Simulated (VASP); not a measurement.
# Li2S (Fm-3m) in VASP: further runs

One crystal, Li2S, is run at these levels: PBEsol; tasks: single point, relaxation of cell and atoms.

Everything below comes from runs of VASP 6.6.1. Logs are shortened: lines on timing, memory, paths and dates and some standing lists are left out, and cuts for length are marked.

### 1 The crystal as given

It takes space group Fm-3m (No. 225, cubic). The conventional cell has a = 5.655 Å, b = 5.655 Å, c = 5.655 Å, α = 90.00°, β = 90.00°, γ = 90.00°. Li (site symmetry -43m) has 4 S at 2.45 Å as nearest neighbours. Around S (site symmetry m-3m) lie 8 Li at 2.45 Å.

### 2 Single point, PBEsol

Input file INCAR:

```
PREC = Accurate ; ENCUT = 520
EDIFF = 1E-6 ; ISMEAR = 0
SIGMA = 0.02 ; LREAL = F
LASPH = T ; NELM = 100
ALGO = Fast ; ISIF = 2
LWAVE = F ; LCHARG = F
GGA = PS ; NBANDS = 13
```

Input file KPOINTS:

```
Automatic mesh
0
Gamma
  8 8 8
```

Input file POSCAR:

```
Li2S
1.0
    0.0000000000      2.8273141368      2.8273141368
    2.8273141368      0.0000000000      2.8273141368
    2.8273141368      2.8273141368      0.0000000000
Li S
2 1
Direct
    0.2500000000      0.2500000000      0.2500000000
    0.7500000000      0.7500000000      0.7500000000
    0.0000000000      0.0000000000      0.0000000000
```

Potentials or basis: VASP PAW PBE potentials, release 64 (Li_sv, S).

Started as:

```
> cat potpaw_PBE.64/Li_sv/POTCAR potpaw_PBE.64/S/POTCAR > POTCAR
> mpirun -np 1 vasp_std > vasp.out
```

OUTCAR:

```text
PREC = Accurate
   ENCUT = 520
   EDIFF = 1E-6
   ISMEAR = 0
   LREAL = F
   LASPH = T
   NELM = 100
   ISIF = 2
   GGA = PS

 ion  position               nearest neighbor table
   1  0.250  0.250  0.250-   3 2.45   3 2.45   3 2.45   3 2.45
   2  0.750  0.750  0.750-   3 2.45   3 2.45   3 2.45   3 2.45
   3  0.000  0.000  0.000-   2 2.45   2 2.45   2 2.45   1 2.45   2 2.45   1 2.45   1 2.45   1 2.45

  LATTYP: Found a face centered cubic cell.
 ALAT       =     5.6546282736

  Lattice vectors:

 A1 = (   0.0000000000,   2.8273141368,   2.8273141368)
 A2 = (   2.8273141368,   0.0000000000,   2.8273141368)
 A3 = (   2.8273141368,   2.8273141368,   0.0000000000)

Analysis of symmetry for initial positions (statically):
=====================================================================
 Subroutine PRICEL returns:
 Original cell was already a primitive cell.

 Routine SETGRP: Setting up the symmetry group for a
 face centered cubic supercell.

 Subroutine GETGRP returns: Found 48 space group operations
 (whereof 48 operations were pure point group operations)
 out of a pool of 48 trial point group operations.

The static configuration has the point symmetry O_h .

Analysis of symmetry for dynamics (positions and initial velocities):
=====================================================================
 Subroutine PRICEL returns:
 Original cell was already a primitive cell.

 Routine SETGRP: Setting up the symmetry group for a
 face centered cubic supercell.

 Subroutine GETGRP returns: Found 48 space group operations
 (whereof 48 operations were pure point group operations)
 out of a pool of 48 trial point group operations.

The dynamic configuration has the point symmetry O_h .

 Subroutine INISYM returns: Found 48 space group operations
 (whereof 48 operations are pure point group operations),
 and found     1 'primitive' translations

----------------------------------------------------------------------------------------

                                     Primitive cell

  volume of cell :      45.2014

  direct lattice vectors                    reciprocal lattice vectors
     0.000000000  2.827314137  2.827314137    -0.176846284  0.176846284  0.176846284
     2.827314137  0.000000000  2.827314137     0.176846284 -0.176846284  0.176846284
     2.827314137  2.827314137  0.000000000     0.176846284  0.176846284 -0.176846284

  length of vectors
     3.998425997  3.998425997  3.998425997     0.306306750  0.306306750  0.306306750

  position of ions in fractional coordinates (direct lattice)
     0.250000000  0.250000000  0.250000000
     0.750000000  0.750000000  0.750000000
     0.000000000  0.000000000  0.000000000

  ion indices of the primitive-cell ions
   primitive index   ion index
                 1           1
                 2           2
                 3           3

----------------------------------------------------------------------------------------

 KPOINTS: Automatic mesh

Automatic generation of k-mesh.
 Grid dimensions read from file:
 generate k-points for:    8    8    8

 Generating k-lattice:

  Cartesian coordinates                     Fractional coordinates (reciprocal lattice)
    -0.022105786  0.022105786  0.022105786     0.125000000  0.000000000  0.000000000
     0.022105786 -0.022105786  0.022105786     0.000000000  0.125000000  0.000000000
     0.022105786  0.022105786 -0.022105786     0.000000000  0.000000000  0.125000000

  Length of vectors
     0.038288344  0.038288344  0.038288344

  Shift w.r.t. Gamma in fractional coordinates (k-lattice)
     0.000000000  0.000000000  0.000000000

 Subroutine IBZKPT returns following result:
 ===========================================

 Found     29 irreducible k-points:

 Following reciprocal coordinates:
            Coordinates               Weight
  0.000000  0.000000  0.000000      1.000000
  0.125000  0.000000  0.000000      8.000000
  0.250000  0.000000  0.000000      8.000000
  0.375000  0.000000  0.000000      8.000000
  0.500000  0.000000  0.000000      4.000000
  0.125000  0.125000  0.000000      6.000000
[... 16 lines left out ...]
  0.500000  0.250000  0.125000     48.000000
 -0.375000  0.250000  0.125000     24.000000
 [... further k-points ...]
   k-points           NKPTS =     29   k-points in BZ     NKDIM =     29   number of bands    NBANDS=     13
   number of dos      NEDOS =    301   number of ions     NIONS =      3
   total plane-waves  NPLWV =  27000
   dimension x,y,z NGX =    30 NGY =   30 NGZ =   30
   dimension x,y,z NGXF=    60 NGYF=   60 NGZF=   60
   ions per type =               2   1
   NGX,Y,Z   is equivalent  to a cutoff of  12.47, 12.47, 12.47 a.u.
   NGXF,Y,Z  is equivalent  to a cutoff of  24.95, 24.95, 24.95 a.u.
 SYSTEM =  unknown system
   PREC   = accura    normal or accurate (medium, high low for compatibility)
   ISTART =      0    job   : 0-new  1-cont  2-samecut
   ICHARG =      2    charge: 1-file 2-atom 10-const
   ISPIN  =      1    spin polarized calculation?
   LNONCOLLINEAR =      F non collinear calculations
   LSORBIT =      F    spin-orbit coupling
   LASPH  =      T    aspherical Exc in radial PAW
   ENCUT  =  520.0 eV  38.22 Ry    6.18 a.u.   7.43  7.43  7.43*2*pi/ulx,y,z
   NELM   =    100;   NELMIN=  2; NELMDL= -5     # of ELM steps
   EDIFF  = 0.1E-05   stopping-criterion for ELM
   LREAL  =      F    real-space projection
   EDIFFG = 0.1E-04   stopping-criterion for IOM
   NSW    =      0    number of steps for IOM
   IBRION =     -1    ionic relax: 0-MD 1-quasi-New 2-CG
   NFREE  =      0    steps in history (QN), initial steepest desc. (CG)
   ISIF   =      2    stress and relaxation
   ISYM   =      2    0-nonsym 1-usesym 2-fastsym
   POTIM  = 0.5000    time-step for ionic-motion
   TEBEG  =    0.0;   TEEND  =   0.0 temperature during run
   PSTRESS=    0.0 pullay stress
   NELECT =      12.0000    total number of electrons
   NUPDOWN=      -1.0000    fix difference up-down
   EMIN   =  10.00;   EMAX   =-10.00  energy-range for DOS
   EFERMI =   0.00;   METHOD = LEGACY
   ISMEAR =     0;   SIGMA  =   0.02  broadening in eV -4-tet -1-fermi 0-gaus
   EFERMI_NEDOS =   21; number of points for ismear=-14 and -15
   IALGO  =     68    algorithm
   IMIX   =      4    mixing-type and parameters
     AMIX     =   0.40;   BMIX     =  1.00
     AMIX_MAG =   1.60;   BMIX_MAG =  1.00
  volume/ion in A,a.u.               =      15.07       101.68
  Fermi-wavevector in a.u.,A,eV,Ry     =   1.052167  1.988307 15.062392  1.107055
  Thomas-Fermi vector in A             =   2.187239
   LORBIT       =      0    0 simple, 1 ext, 2 COOP (PROOUT), +10 PAW based schemes
   GGA     = PS    functional components
   LHFCALC =     F    Hartree Fock is set to
   AEXX    =    0.0000 exact exchange contribution
   IVDW    =     0    specifies the selected vdW correction
   LEPSILON=     F    determine dielectric tensor
   LRPA    =     F    only Hartree local field effects (RPA)
 non-spin polarized calculation
 RMM-DIIS sequential band-by-band and
 Gauss-broadening in eV      SIGMA  =   0.02
  energy-cutoff  :      520.00
  volume of cell :       45.20
 maximum number of plane-waves:      1243
 NGX is ok and might be reduce to    30
   NGX = 15   NGY = 15   NGZ = 15

 number of electron      12.0000004 magnetization

 Free energy of the ion-electron system (eV)
  ---------------------------------------------------
  ext. energy  EPLUGINS =         0.00000000
  ---------------------------------------------------
  free energy    TOTEN  =       -12.37541852 eV

  energy without entropy =      -12.37541852  energy(sigma->0) =      -12.37541852

 E-fermi :   1.7470     XC(G=0):  -8.7263

 val. band max:        1.5562214591   @ k =   0.0000   0.0000   0.0000
 cond. band min:       4.7592821503   @ k =   0.5000   0.5000   0.0000
 fundamental gap:      3.2030606913
 Fermi energy:         1.7470036204

 k-point     1 :       0.0000    0.0000    0.0000
  band No.  band energies     occupation
      1     -41.9040      2.00000
      2     -41.8540      2.00000
      3      -9.5238      2.00000
      4       1.5562      2.00000
      5       1.5562      2.00000
      6       1.5562      2.00000
      7       5.7797      0.00000
      8       7.7140      0.00000
      9       7.7140      0.00000
     10       7.7141      0.00000
     11      12.7494      0.00000
     12      12.7494      0.00000
     13      13.9392      0.00000

 k-point     2 :       0.1250    0.0000    0.0000
  band No.  band energies     occupation
      1     -41.9019      2.00000
      2     -41.8557      2.00000
      3      -9.4644      2.00000
      4       0.9290      2.00000
      5       1.4636      2.00000
      6       1.4636      2.00000
      7       6.2204      0.00000
      8       7.9562      0.00000
      9       7.9562      0.00000
     10       8.0881      0.00000
     11      11.7425      0.00000
     12      11.7425      0.00000
     13      14.0979      0.00000

 k-point     3 :       0.2500    0.0000    0.0000
  band No.  band energies     occupation
      1     -41.8961      2.00000
      2     -41.8608      2.00000
      3      -9.3115      2.00000
      4      -0.2080      2.00000
      5       1.2640      2.00000
      6       1.2640      2.00000
      7       6.8982      0.00000
      8       8.2822      0.00000
      9       8.2822      0.00000
     10       8.9590      0.00000
     11      11.3735      0.00000
     12      11.3735      0.00000
     13      14.5810      0.00000
[... 305 lines left out ...]
 k-point    23 :       0.5000    0.2500    0.1250
  band No.  band energies     occupation
      1     -41.8855      2.00000
      2     -41.8701      2.00000
      3      -9.0573      2.00000
      4      -0.8934      2.00000
      5       0.2784      2.00000
      6       0.7612      2.00000
      7       7.1845      0.00000
      8       8.3039      0.00000
      9       9.5488      0.00000
     10       9.9872      0.00000
     11      11.5638      0.00000
     12      13.9948      0.00000
     13      15.4442      0.00000

 k-point    24 :      -0.3750    0.2500    0.1250
  band No.  band energies     occupation
      1     -41.8777      2.00000
      2     -41.8776      2.00000
      3      -8.9962      2.00000
      4      -1.1360      2.00000
      5       0.2605      2.00000
      6       0.6057      2.00000
      7       7.3118      0.00000
      8       8.1759      0.00000
      9       9.9095      0.00000
     10      10.5626      0.00000
     11      11.9300      0.00000
     12      13.2473      0.00000
     13      15.0532      0.00000

 [... further k-points ...]

------------------------ aborting loop because EDIFF is reached ----------------------------------------

  FORCE on cell =-STRESS in cart. coord.  units (eV):
  Direction    XX          YY          ZZ          XY          YZ          ZX
  --------------------------------------------------------------------------------------
  -------------------------------------------------------------------------------------
  Total       -0.0015407     -0.0015407     -0.0015407     -0.0000000     -0.0000000     -0.0000000
  in kB       -0.0546109     -0.0546109     -0.0546109     -0.0000000     -0.0000000     -0.0000000
  external PRESSURE =      -0.0546109 kB  Pullay stress =       0.0000000 kB

 VOLUME and BASIS-vectors are now :
 -----------------------------------------------------------------------------
  energy-cutoff  :      520.00
  volume of cell :       45.20
      direct lattice vectors                 reciprocal lattice vectors
     0.000000000  2.827314137  2.827314137    -0.176846284  0.176846284  0.176846284
     2.827314137  0.000000000  2.827314137     0.176846284 -0.176846284  0.176846284
     2.827314137  2.827314137  0.000000000     0.176846284  0.176846284 -0.176846284

 POSITION                                       TOTAL-FORCE (eV/Angst)
 -----------------------------------------------------------------------------------
      1.41366      1.41366      1.41366        -0.000000      0.000000     -0.000000
      4.24097      4.24097      4.24097         0.000000     -0.000000      0.000000
      0.00000      0.00000      0.00000        -0.000000      0.000000      0.000000
 -----------------------------------------------------------------------------------
    total drift:                                0.000000     -0.000000      0.000000

  FREE ENERGIE OF THE ION-ELECTRON SYSTEM (eV)
  ---------------------------------------------------
  free  energy   TOTEN  =       -12.3754185186 eV

  energy  without entropy=      -12.3754185186  energy(sigma->0) =      -12.37541852
```

Wall time 24 s (1 thread of Intel Xeon Platinum 8488C (Sapphire Rapids), shared host); peak memory 0.15 GiB.

What came out:

```yaml
Free_energy: -12.3754 eV
Band_gap_on_the_k_mesh: 3.20 eV, indirect (least direct gap 4.22 eV)
```

Caveat: the cutoff is under 1.25 times the usual one of these potentials, so pressure, stress and relaxed cells hold a basis-set (Pulay) error; the PAW data sets were made with another functional, which shifts forces and pressure a little. PBEsol gaps usually lie below the measured ones, often by a third to a half.

### 3 Relaxation of cell and atoms, PBEsol

This run uses another cell than the first one, of 15.34 Å³/atom, 1.018 times its volume.

Input file INCAR:

```
SYSTEM = Li2S
PREC = Accurate ; ENCUT = 600
EDIFF = 1E-6 ; ISMEAR = 0
SIGMA = 0.02 ; LREAL = .FALSE.
LASPH = .TRUE. ; NELM = 100
ALGO = Normal ; ISIF = 3
LWAVE = .FALSE. ; LCHARG = .FALSE.
GGA = PS ; IBRION = 2
NSW = 100 ; EDIFFG = -0.005
```

Input file KPOINTS:

```
regular mesh
0
G
  8 8 8
  0 0 0
```

Input file POSCAR:

```
Li2S
1.0
    0.0000000000      2.8445000000      2.8445000000
    2.8445000000      0.0000000000      2.8445000000
    2.8445000000      2.8445000000      0.0000000000
Li S
2 1
Direct
    0.2500000000      0.2500000000      0.2500000000
    0.7500000000      0.7500000000      0.7500000000
    0.0000000000      0.0000000000      0.0000000000
```

Potentials or basis: VASP PAW PBE potentials, release 64 (Li_sv, S).

Started as:

```
> cat potpaw_PBE.64/Li_sv/POTCAR potpaw_PBE.64/S/POTCAR > POTCAR
> mpirun -np 1 vasp_std > vasp.out
```

Wall time 23 s (1 thread of Intel Xeon Platinum 8488C (Sapphire Rapids), shared host); peak memory 0.17 GiB.

It converged, with:

```yaml
Free_energy: -12.3778 eV
Relaxed_volume: 15.06 Å³/atom
Relaxed_cell: a = 3.998 Å, b = 3.998 Å, c = 3.998 Å, α = 60.00°, β = 60.00°, γ = 60.00°
Space_group_after_relaxing_to_0.05_Å: Fm-3m (No. 225)
Energy_gained_by_relaxing: 0.7 meV/atom
Ionic_steps: 3
Pressure_after_relaxing: 0.0 GPa
Band_gap_on_the_k_mesh: 3.20 eV, indirect (least direct gap 4.23 eV)
```

Step by step:
```csv
step,energy change (eV),largest force (eV/Å),pressure (GPa),volume (Å³)
1,0.0000,0.0000,-0.77,46.03
2,-0.0017,0.0000,-0.34,45.54
3,-0.0021,0.0000,-0.01,45.18
```

Final structure:
```
CELL_PARAMETERS angstrom
0.00000 2.82695 2.82695
2.82695 0.00000 2.82695
2.82695 2.82695 0.00000
ATOMIC_POSITIONS crystal
Li 0.25000 0.25000 0.25000
Li 0.75000 0.75000 0.75000
S 0.00000 0.00000 0.00000
```

Levels at points of the mesh, in eV from the valence-band top:
```csv
k point,band 2,band 3,band 4,band 5,band 6,band 7,band 8,band 9,band 10
"(0.00, 0.00, 0.00)",-43.40,-11.08,0.00,0.00,0.00,4.23,6.16,6.16,6.16
"(0.50, 0.00, 0.00)",-43.43,-10.62,-3.00,-0.53,-0.53,6.12,6.49,6.49,8.35
"(0.50, 0.50, 0.00)",-43.42,-10.49,-2.24,-1.49,-1.49,3.20,7.09,11.14,11.14
```

Caveat: the cutoff is under 1.25 times the usual one of these potentials, so pressure, stress and relaxed cells hold a basis-set (Pulay) error; the PAW data sets were made with another functional, which shifts forces and pressure a little.
